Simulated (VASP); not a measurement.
# CdS (P3m1) in VASP: notebook

Runs on CdS. Level: LDA. Tasks: single point.

Everything below comes from runs of VASP 6.6.1. Logs are shortened: lines on timing, memory, paths and dates and some standing lists are left out, and cuts for length are marked.

### Step 1. The structure

The structure is trigonal, space group P3m1 (No. 156). Conventional cell: a = 4.261 Å, b = 4.261 Å, c = 5.804 Å, α = 90.00°, β = 90.00°, γ = 120.00°. Around Cd (site symmetry 3m) lie 3 S at 2.46 Å. Around S (site symmetry 3m) lie 3 Cd at 2.46 Å.

Measurements of this composition are mostly on another form, of space group No. 186.

### Step 2. Single point, LDA, spin-orbit coupling, no magnetisation

Contents of INCAR:

```
SYSTEM = CdS
ALGO = Normal ; EDIFF = 1E-5
ENCUT = 400 ; GGA = CA
GGA_COMPAT = .FALSE. ; ISIF = 2
ISMEAR = 0 ; LASPH = .TRUE.
LCHARG = .FALSE. ; LNONCOLLINEAR = .TRUE.
LORBIT = 11 ; LREAL = .FALSE.
LSORBIT = .TRUE. ; LWAVE = .FALSE.
MAGMOM = 0 0 0 0 0 0 ; NBANDS = 34
NELM = 100 ; PREC = Accurate
SIGMA = 0.02
```

Contents of KPOINTS:

```
k-points
0
G
  6 6 4
  0 0 0
```

Contents of POSCAR:

```
CdS
1.0
    4.2611695877      0.0000000000      0.0000000000
   -2.1305847939      3.6902811128      0.0000000000
    0.0000000000      0.0000000000      5.8041729400
Cd S
1 1
Direct
    0.0000000000      0.0000000000      0.4426919200
    0.6666666667      0.3333333333      0.4343080800
```

Potentials or basis: VASP PAW LDA potentials, release 64 (Cd, S).

The run is started by

```sh
> cat potpaw_LDA.64/Cd/POTCAR potpaw_LDA.64/S/POTCAR > POTCAR
> mpirun -np 1 vasp_ncl > vasp.out
```

OUTCAR:

```text
SYSTEM = CdS
   EDIFF = 1E-5
   ENCUT = 400
   GGA = CA
   ISIF = 2
   ISMEAR = 0
   LASPH = .TRUE.
   LNONCOLLINEAR = .TRUE.
   LORBIT = 11
   LREAL = .FALSE.
   LSORBIT = .TRUE.
   NELM = 100
   PREC = Accurate

 Found     40 irreducible k-points:

 Following reciprocal coordinates:
            Coordinates               Weight
  0.000000  0.000000  0.000000      1.000000
  0.166667  0.000000  0.000000      3.000000
 -0.166667  0.000000  0.000000      3.000000
  0.333333  0.000000  0.000000      3.000000
 -0.333333 -0.000000  0.000000      3.000000
  0.500000 -0.000000  0.000000      3.000000
   k-points           NKPTS =     40   k-points in BZ     NKDIM =     40   number of bands    NBANDS=     34
   number of dos      NEDOS =    301   number of ions     NIONS =      2
   total plane-waves  NPLWV =  31360
   dimension x,y,z NGX =    28 NGY =   28 NGZ =   40
   dimension x,y,z NGXF=    56 NGYF=   56 NGZF=   80
   ions per type =               1   1
   NGX,Y,Z   is equivalent  to a cutoff of  10.92, 10.92, 11.46 a.u.
   NGXF,Y,Z  is equivalent  to a cutoff of  21.85, 21.85, 22.91 a.u.
 SYSTEM =  CdS
   PREC   = accura    normal or accurate (medium, high low for compatibility)
   ISTART =      0    job   : 0-new  1-cont  2-samecut
   ICHARG =      2    charge: 1-file 2-atom 10-const
   ISPIN  =      1    spin polarized calculation?
   LNONCOLLINEAR =      T non collinear calculations
   LSORBIT =      T    spin-orbit coupling
   LASPH  =      T    aspherical Exc in radial PAW
   ENCUT  =  400.0 eV  29.40 Ry    5.42 a.u.   6.95  6.95  9.47*2*pi/ulx,y,z
   NELM   =    100;   NELMIN=  2; NELMDL= -5     # of ELM steps
   EDIFF  = 0.1E-04   stopping-criterion for ELM
   LREAL  =      F    real-space projection
   EDIFFG = 0.1E-03   stopping-criterion for IOM
   NSW    =      0    number of steps for IOM
   IBRION =     -1    ionic relax: 0-MD 1-quasi-New 2-CG
   NFREE  =      0    steps in history (QN), initial steepest desc. (CG)
   ISIF   =      2    stress and relaxation
   ISYM   =      2    0-nonsym 1-usesym 2-fastsym
   POTIM  = 0.5000    time-step for ionic-motion
   TEBEG  =    0.0;   TEEND  =   0.0 temperature during run
   PSTRESS=    0.0 pullay stress
   NELECT =      18.0000    total number of electrons
   NUPDOWN=      -1.0000    fix difference up-down
   EMIN   =  10.00;   EMAX   =-10.00  energy-range for DOS
   EFERMI =   0.00;   METHOD = LEGACY
   ISMEAR =     0;   SIGMA  =   0.02  broadening in eV -4-tet -1-fermi 0-gaus
   EFERMI_NEDOS =   21; number of points for ismear=-14 and -15
   IALGO  =     38    algorithm
   IMIX   =      4    mixing-type and parameters
     AMIX     =   0.40;   BMIX     =  1.00
     AMIX_MAG =   1.60;   BMIX_MAG =  1.00
  volume/ion in A,a.u.               =      45.64       307.96
  Fermi-wavevector in a.u.,A,eV,Ry     =   0.952919  1.800756 12.354841  0.908055
  Thomas-Fermi vector in A             =   2.081527
   LORBIT       =     11    0 simple, 1 ext, 2 COOP (PROOUT), +10 PAW based schemes
   GGA     = CA    functional components
   LHFCALC =     F    Hartree Fock is set to
   AEXX    =    0.0000 exact exchange contribution
   IVDW    =     0    specifies the selected vdW correction
   LEPSILON=     F    determine dielectric tensor
   LRPA    =     F    only Hartree local field effects (RPA)
 Gauss-broadening in eV      SIGMA  =   0.02
  energy-cutoff  :      400.00
  volume of cell :       91.27
 maximum number of plane-waves:      3372
   NGX = 13   NGY = 13   NGZ = 19

 number of electron      18.0000000 magnetization       0.0000000      0.0000000      0.0000000

 number of electron      18.0000020 magnetization      -0.0000000      0.0000000     -0.0000000

 number of electron      18.0000020 magnetization       0.0000000     -0.0000000      0.0000000

 Free energy of the ion-electron system (eV)
  ---------------------------------------------------
  ext. energy  EPLUGINS =         0.00000000
  ---------------------------------------------------
  free energy    TOTEN  =        -6.62517532 eV

  energy without entropy =       -6.62517532  energy(sigma->0) =       -6.62517532

 E-fermi :  -2.2570     XC(G=0):  -6.5402

 val. band max:       -2.3554108242   @ k =   0.3333   0.3333   0.0000
 cond. band min:      -1.0899607581   @ k =   0.0000   0.0000   0.0000
 fundamental gap:      1.2654500660
 Fermi energy:        -2.2570456015

 k-point     1 :       0.0000    0.0000    0.0000
  band No.  band energies     occupation
      1     -13.9406      1.00000
      2     -13.9406      1.00000
      3     -10.3625      1.00000
      4     -10.3625      1.00000
      5      -9.8608      1.00000
      6      -9.8608      1.00000
[... 22 lines left out ...]
     29       8.3466      0.00000
     30       8.3466      0.00000

 k-point     2 :       0.1667    0.0000    0.0000
  band No.  band energies     occupation
      1     -13.8551      1.00000
      2     -13.8547      1.00000
      3     -10.3068      1.00000
      4     -10.3059      1.00000
      5      -9.9317      1.00000
      6      -9.9045      1.00000
[... 22 lines left out ...]
     29       9.0410      0.00000
     30       9.0425      0.00000

 k-point     3 :      -0.1667    0.0000    0.0000
  band No.  band energies     occupation
      1     -13.8551      1.00000
      2     -13.8547      1.00000
      3     -10.3068      1.00000
      4     -10.3059      1.00000
      5      -9.9317      1.00000
      6      -9.9045      1.00000
[... 22 lines left out ...]
     29       9.0410      0.00000
     30       9.0425      0.00000

 k-point     4 :       0.3333    0.0000    0.0000
  band No.  band energies     occupation
      1     -13.6822      1.00000
      2     -13.6816      1.00000
      3     -10.1651      1.00000
      4     -10.1575      1.00000
      5      -9.9644      1.00000
      6      -9.9365      1.00000
[... 22 lines left out ...]
     29       7.6548      0.00000
     30       7.6553      0.00000

 k-point     5 :      -0.3333   -0.0000    0.0000
  band No.  band energies     occupation
      1     -13.6822      1.00000
      2     -13.6816      1.00000
      3     -10.1651      1.00000
      4     -10.1575      1.00000
      5      -9.9644      1.00000
      6      -9.9365      1.00000
[... 22 lines left out ...]
     29       7.6548      0.00000
     30       7.6553      0.00000

 k-point     6 :       0.5000   -0.0000    0.0000
  band No.  band energies     occupation
      1     -13.5954      1.00000
      2     -13.5954      1.00000
      3     -10.0747      1.00000
      4     -10.0747      1.00000
      5      -9.9486      1.00000
      6      -9.9486      1.00000
[... 22 lines left out ...]
     29       7.7285      0.00000
     30       7.7285      0.00000

 [... further k-points ...]

 [bands above 30 left out]

------------------------ aborting loop because EDIFF is reached ----------------------------------------

  FORCE on cell =-STRESS in cart. coord.  units (eV):
  Direction    XX          YY          ZZ          XY          YZ          ZX
  --------------------------------------------------------------------------------------
  -------------------------------------------------------------------------------------
  Total       -2.0596705     -2.0596705     -0.1892135      0.0000000     -0.0000000      0.0000000
  in kB      -36.1559447    -36.1559447     -3.3214990      0.0000000     -0.0000000      0.0000000
  external PRESSURE =     -25.2111295 kB  Pullay stress =       0.0000000 kB

 VOLUME and BASIS-vectors are now :
 -----------------------------------------------------------------------------
  energy-cutoff  :      400.00
  volume of cell :       91.27
      direct lattice vectors                 reciprocal lattice vectors
     4.261169588  0.000000000  0.000000000     0.234677353  0.135491033  0.000000000
    -2.130584794  3.690281113  0.000000000     0.000000000  0.270982066  0.000000000
     0.000000000  0.000000000  5.804172940     0.000000000  0.000000000  0.172289835

 POSITION                                       TOTAL-FORCE (eV/Angst)
 -----------------------------------------------------------------------------------
      0.00000      0.00000      2.56946        -0.000000      0.000000     -0.022917
      2.13058      1.23009      2.52080         0.000000     -0.000000      0.022917
 -----------------------------------------------------------------------------------
    total drift:                               -0.000001      0.000000      0.000450

  FREE ENERGIE OF THE ION-ELECTRON SYSTEM (eV)
  ---------------------------------------------------
  free  energy   TOTEN  =        -6.6251753173 eV

  energy  without entropy=       -6.6251753173  energy(sigma->0) =       -6.62517532

 Spin-Orbit-Coupling matrix elements

 Ion:    1  E_soc:     -0.0593415
 l=   1
     0.0000000    -0.0023408    -0.0030531
    -0.0023408     0.0000000    -0.0023408
    -0.0030531    -0.0023408     0.0000000
 l=   2
     0.0000000    -0.0014559     0.0000000    -0.0014559    -0.0059733
    -0.0014559     0.0000000    -0.0043597    -0.0014198    -0.0014559
     0.0000000    -0.0043597     0.0000000    -0.0043597     0.0000000
    -0.0014559    -0.0014198    -0.0043597     0.0000000    -0.0014559
    -0.0059733    -0.0014559     0.0000000    -0.0014559     0.0000000
 l=   3
     0.0000000     0.0000000     0.0000000     0.0000000     0.0000000     0.0000000     0.0000000
     0.0000000     0.0000000     0.0000000     0.0000000     0.0000000     0.0000000     0.0000000
     0.0000000     0.0000000     0.0000000     0.0000000     0.0000000     0.0000000     0.0000000
     0.0000000     0.0000000     0.0000000     0.0000000     0.0000000     0.0000000     0.0000000
     0.0000000     0.0000000     0.0000000     0.0000000     0.0000000     0.0000000     0.0000000
     0.0000000     0.0000000     0.0000000     0.0000000     0.0000000     0.0000000     0.0000000
     0.0000000     0.0000000     0.0000000     0.0000000     0.0000000     0.0000000     0.0000000

 Ion:    2  E_soc:     -0.0023324
 l=   1
     0.0000000    -0.0004051    -0.0003559
    -0.0004051     0.0000000    -0.0004051
    -0.0003559    -0.0004051     0.0000000
 l=   2
     0.0000000     0.0000000     0.0000000     0.0000000     0.0000000
     0.0000000     0.0000000     0.0000000     0.0000000     0.0000000
     0.0000000     0.0000000     0.0000000     0.0000000     0.0000000
     0.0000000     0.0000000     0.0000000     0.0000000     0.0000000
     0.0000000     0.0000000     0.0000000     0.0000000     0.0000000
 l=   3
     0.0000000     0.0000000     0.0000000     0.0000000     0.0000000     0.0000000     0.0000000
     0.0000000     0.0000000     0.0000000     0.0000000     0.0000000     0.0000000     0.0000000
     0.0000000     0.0000000     0.0000000     0.0000000     0.0000000     0.0000000     0.0000000
     0.0000000     0.0000000     0.0000000     0.0000000     0.0000000     0.0000000     0.0000000
     0.0000000     0.0000000     0.0000000     0.0000000     0.0000000     0.0000000     0.0000000
     0.0000000     0.0000000     0.0000000     0.0000000     0.0000000     0.0000000     0.0000000
     0.0000000     0.0000000     0.0000000     0.0000000     0.0000000     0.0000000     0.0000000

 total charge

# of ion       s       p       d       tot
------------------------------------------
    1        0.464   0.299   9.539  10.302
    2        1.316   2.367   0.000   3.684
--------------------------------------------------
tot          1.781   2.666   9.539  13.985

 magnetization (x)

# of ion       s       p       d       tot
------------------------------------------
    1        0.000   0.000  -0.000   0.000
    2        0.000  -0.000   0.000  -0.000
--------------------------------------------------
tot          0.000  -0.000  -0.000  -0.000

 magnetization (y)

# of ion       s       p       d       tot
------------------------------------------
    1        0.000   0.000   0.000   0.000
    2        0.000   0.000   0.000   0.000
--------------------------------------------------
tot          0.000   0.000   0.000   0.000

 magnetization (z)

# of ion       s       p       d       tot
------------------------------------------
    1       -0.000  -0.000  -0.000  -0.000
    2        0.000   0.000   0.000   0.000
--------------------------------------------------
tot          0.000  -0.000  -0.000  -0.000
```

Wall time 2.8 min (1 thread of Intel Xeon Platinum 8259CL at 2.50GHz (Skylake/Cascade Lake), shared host); peak memory 0.31 GiB.

The run converged, but some of its settings lie outside the range that counts as converged, so its numbers aren't taken as properties of the crystal.

What came out:

```
Free energy                                           : -6.6252 eV
Pressure                                              : -2.5 GPa
Largest force                                         : 0.023 eV/Å
Valence electrons inside the program's atomic spheres : Cd 10.30; S 3.68
```

### Step 3. Single point, LDA, spin-orbit coupling, no magnetisation

Contents of INCAR:

```
SYSTEM = CdS
ALGO = Normal ; EDIFF = 1E-7
ENCUT = 400 ; GGA = CA
GGA_COMPAT = .FALSE. ; ISIF = 2
ISMEAR = 0 ; LASPH = .TRUE.
LCHARG = .FALSE. ; LNONCOLLINEAR = .TRUE.
LORBIT = 11 ; LREAL = Auto
LSORBIT = .TRUE. ; LWAVE = .FALSE.
MAGMOM = 0 0 0 0 0 0 ; NBANDS = 34
NELM = 100 ; PREC = Accurate
SIGMA = 0.02
```

KPOINTS is that of step 2.

POSCAR is that of step 2.

Potentials or basis: VASP PAW LDA potentials, release 64 (Cd, S).

The run is started by

```sh
> cat potpaw_LDA.64/Cd/POTCAR potpaw_LDA.64/S/POTCAR > POTCAR
> mpirun -np 1 vasp_ncl > vasp.out
```

Run time: 5.4 min. Hardware: 1 thread of Intel Xeon Platinum 8259CL at 2.50GHz (Skylake/Cascade Lake), shared host; peak memory 0.29 GiB.

The run converged, but some of its settings lie outside the range that counts as converged, so its numbers aren't taken as properties of the crystal.

What came out:

- Free energy: -6.6263 eV
- Pressure: -2.5 GPa
- Largest force: 0.021 eV/Å
- Valence electrons inside the program's atomic spheres: Cd 10.30; S 3.68
